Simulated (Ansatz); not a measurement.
Crystal: Pb.

```
CELL_PARAMETERS angstrom
0.01933 2.46287 2.45281
2.50286 -0.00675 2.47889
2.48132 2.46742 0.01479
ATOMIC_POSITIONS crystal
Pb 0.00000 0.00000 0.00000
```

The cell isn't the ideal one: cell sheared at random, sigma 0.01, atoms nudged by 0.01 Å.

A run of Ansatz 0.2.0 on this cell left the log below. Logs are shortened: lines on timing, memory, paths and dates and some standing lists are left out, and cuts for length are marked.

```text
Warning: RAYON_NUM_THREADS=2 ignored (pool sized by the plan → 2); use --threads N
scf.n_extra_bands = 6 over 7 filled bands (N_el = 14.0): the run solves 13 bands
Engine: ansatz 0.2.0, aarch64-unknown-linux-gnu
Pseudopotentials: kind: paw
Pseudopotential: Pb, paw, valence charge 14, recommended cutoff 420 eV (normal), Pb.paw.azcp
Functional definition: revPBE
  parameter kappa = 1.245
  parameter beta = 0.06672455060314922
  exchange = pbe_x(kappa = kappa, mu = beta*pi^2/3)
  correlation = pbe_c(beta = beta)
Crystal: 1 atoms, lattice volume = 30.128 Å³
Basis set: ecut = 420 eV, 587 PW (Γ), exchange–correlation on 48×48×48 points (8 copies of the dense FFT grid, shifted against one another)
Bands: 13, of which v1, the nominal top of the filled ones, is band 7 counted from 1 (6 counted from 0)
Symmetry: 2 space group operations
Space group: P-1 (ITA 2), of the structure as read, at distance tolerance 3.1e-5 Å
k-points: 63 of 125
Non-local potential: Pb, projectors of the file, l = 0: 2, l = 1: 2, l = 2: 2, l = 3: 2
PAW form: soft (Blöchl's): semilocal exchange-correlation on the pseudo side does not see the compensation charge
PAW frozen core: Pb, regenerated for the run's functional, and the local potential with it (the file was generated under x = pbe(κ = 0.804, μ = 0.2195149727645171), c = pbe(β = 0.06672455060314922))
PAW one-centre angular grid: Pb, 590 points (default); XC on 64 Gauss nodes
Initial density: superposition of atomic densities (neutral atoms: chi_scale 0, normalization atom), corrected by the library's trained network
Initial wavefunctions: pseudopotential atomic-orbital guess
Functional: x = revpbe(κ = 1.245, μ = 0.2195149727645171), c = pbe(β = 0.06672455060314922)
SCF iter   1: F=—  HF=-11917.220291 eV  |F-HF|=—  |Δ(HF+E_count)|=         —  Δρ=1.85e-3  dr2=6.98e-4  ethr=1.77e-3  ⟨swp⟩=6.0  Hψ=5320  notcnv=0  defer=1
preconditioner: auto → none  [metal: Δε(μ)=0.022 eV  Ē_g=22.731 eV  σ=0.050 eV  W_gap=0.11  n_scr=8 (ndim 8)  ℏωp=25.3 eV  f_vac=0.000  D(μ)=1.64/eV (n_scr^D=14)  sad-step TF]
SCF iter   2: F=—  HF=-11917.219814 eV  |F-HF|=—  |Δ(HF+E_count)|=   4.77e-4  Δρ=8.31e-4  dr2=1.44e-4  ethr=4.99e-6  ⟨swp⟩=2.0  Hψ=1749  notcnv=0  defer=25
SCF iter   3: F=—  HF=-11917.219793 eV  |F-HF|=—  |Δ(HF+E_count)|=   2.04e-5  Δρ=2.07e-4  dr2=1.06e-5  ethr=1.03e-6  ⟨swp⟩=1.0  Hψ=718  notcnv=0  defer=25
SCF iter   4: F=—  HF=-11917.219791 eV  |F-HF|=—  |Δ(HF+E_count)|=   2.41e-6  Δρ=3.72e-5  dr2=1.89e-7  ethr=7.54e-8  ⟨swp⟩=2.0  Hψ=1134  notcnv=0  defer=25
iter 5 did not close the SCF: its close was put off for the readings that it lacked (scf_convergence_deferred on its scf_iter line)
SCF iter   5: F=-11917.219791 eV  HF=-11917.219792 eV  |F-HF|=6.37e-8  |Δ(HF+E_count)|=   4.19e-7  Δρ=1.52e-5  dr2=6.48e-8  ethr=1.35e-9  ⟨swp⟩=2.1  Hψ=1112  notcnv=0  defer=25
SCF iter   6: F=-11917.219791 eV  HF=-11917.219791 eV  |F-HF|=4.09e-9  |Δ(HF+E_count)|=   3.01e-8  Δρ=3.10e-6  dr2=3.83e-9  ethr=4.63e-10  ⟨swp⟩=6.4  Hψ=3963  notcnv=0
SCF 1 converged in 6 iterations: F = -11917.219791 eV  dr2 = 3.83e-9
  greatest PAW one-centre occupation: 0.978 electrons in one spin orbital (limit 2), on the Pb atom at site 0 (counted from 0), in its partial waves of l = 2
NSCF: frozen V_eff on 102 k-points
SCF converged after 6 iterations
Free energy (F): -11917.219791 eV
Harris-Foulkes:  -11917.219791 eV  (|F-HF|=4.09e-9)
Internal energy: -11917.207795 eV  (E = F + TS)
E sigma→0 (E₀):  -11917.213793 eV
Entropy (-TS):   -0.011996 eV (-11.996 meV/atom)
Fermi energy:    10.858494 eV
--- Per-component energies (eV) ---
  E_band       = -34.760356
  E_kinetic    = 289.091883
  E_local      = -1010.776781  (includes V_loc(G=0)·N_el)
  E_nonlocal   = 349.505192
  E_hartree    = 402.418310
  E_xc         = -221.010702
  E_vxc        = -132.307069  (∫ρ·V_xc dr)
  E_paw        = -10416.667706  (= ΣΔE_a)
  E_vpaw       = -335.112594  (= ΣTr[D̂ρ^β])
  E_aug_tail   = 0.000049  (compensation charges beyond the density's cutoff)
  E_ewald      = -1309.823378
  E_core_change = 0.055338  (= ΣΔE_core)
  E_smearing   = -0.011996  (= −TS)
  E_closure    = -0.000000  (closes the sum)
  Σ components = -11917.219791   (vs F -11917.219791, Δ=0.00e0)
--- Forces (eV/Å), atoms counted from 1 ---
  atom   1  Pb     0.00000000     0.00000000     0.00000000
  max |Σ_I F_I| component: 0.00e0 eV/Å
--- Stress (GPa, compression-positive) ---
        3.943842       0.032481      -0.650142
        0.032481       3.394671       0.168241
       -0.650142       0.168241       2.925421
  P = ⅓ Tr σ = 3.4213 GPa (34.213 kbar)
--- Band table (eV; the first three rows and the last of 63) ---
  k-point 0: bands = ["-6.0046", "-5.9914", "-5.9776", "-5.8501", "-5.8484", "-0.6392", "18.4377", "18.6305", "18.8306", "20.9049", "22.5101", "23.4654", "23.7092"]
  k-point 1: bands = ["-5.9933", "-5.9656", "-5.9437", "-5.8372", "-5.8360", "0.1455", "13.5244", "17.6962", "17.9181", "20.1876", "23.2623", "23.8682", "24.1013"]
  k-point 2: bands = ["-6.0154", "-5.9835", "-5.9629", "-5.7380", "-5.7270", "2.3176", "8.1116", "16.7528", "16.9509", "20.1088", "21.0773", "22.3911", "22.6327"]
  k-point 62: bands = ["-6.0210", "-5.9347", "-5.8972", "-5.7820", "-5.7342", "3.5100", "7.8644", "12.3845", "15.6826", "18.7337", "23.6504", "24.3592", "26.8412"]
```

Task: Write the input and the command behind it.

Result: Band structure with revPBE, no spin polarisation. The files as run (others can give the same):

input.yaml
```yaml
crystal:
  lattice:
    - [0.01933363, 2.46286993, 2.45281136]
    - [2.50285714, -0.00674656, 2.47889155]
    - [2.4813249, 2.46741788, 0.01478568]
  atoms:
    - { symbol: Pb, position: [0.0, 0.0, 0.0] }
hamiltonian:
  xc: revpbe
  pseudopotentials: { kind: paw }
kpoints:
  mp_grid: { grid: [5, 5, 5] }
  band_path:
    path:
      - [[0.0, -0.5, 0.0], [0.0, 0.0, 0.0], [0.5, 0.5, 0.5]]
      - [[0.5, 0.0, 0.5], [0.0, 0.0, 0.0], [-0.5, 0.0, 0.0]]
      - [[-0.5, -0.5, 0.0], [0.0, 0.0, 0.0], [0.0, 0.5, 0.5]]
      - [[0.0, 0.0, 0.5], [0.0, 0.0, 0.0]]
    npoints: 14
scf:
  occupations: { method: fermi_dirac, width: 0.05 }
  n_extra_bands: 6
output:
  forces: true
  stress: true
  eigenvalues: true
  fatbands: true
```

Potentials or basis: Ansatz PAW.
The run is started by
```bash
$ ansatz run input.yaml --threads 2 --pin off --max-ram 5632MiB --backend cpu --events-out ev --progress --plain --runs-dir out
```

Caveat: the k mesh is coarse (spacing up to 0.44 Å⁻¹), so the values aren't converged; spin-orbit coupling is left out, which moves the levels of the heavy elements; the PAW data sets come from PBE, with cores solved anew for the run's functional, which leaves a small shift of forces and pressure.
